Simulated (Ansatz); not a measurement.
Input:

```
CELL_PARAMETERS angstrom
      0.00000     3.12981     3.12981
      3.12981     0.00000     3.12981
      3.12981     3.12981     0.00000
ATOMIC_POSITIONS crystal
  Sb 0.75000 0.75000 0.75000
  Al 0.00000 0.00000 0.00000
```

No spin polarisation.

The values are results of r2SCAN (Ansatz, a program for electronic structure), no SOC, earlier PAW set, not measurements. Settings: 13×13×13 k-points, 0.05 eV Fermi–Dirac smearing.

Q: What is the computed smallest direct gap?

A: 1.70 eV.

Q: What electron mass does the calculation give?

A: 1.0 mₑ along k, 0.22 mₑ across (off the special points).

Q: Estimate the hole mass (degenerate bands, along [100]).

A: 0.093, 0.36, 0.36 mₑ (at Γ).

Spin-orbit coupling, missing from the scalar runs, can matter with Sb. Load acts through the strain it causes; cell and atoms are relaxed under it. Effective masses come from finite differences of ±0.01 Å⁻¹. Along k means along the line from Γ to the band edge. Stability against distortions was not tested. The cell was made from AlSb in the zinc blende structure (space group F-43m, No. 216) by this change: pressure −2 GPa.
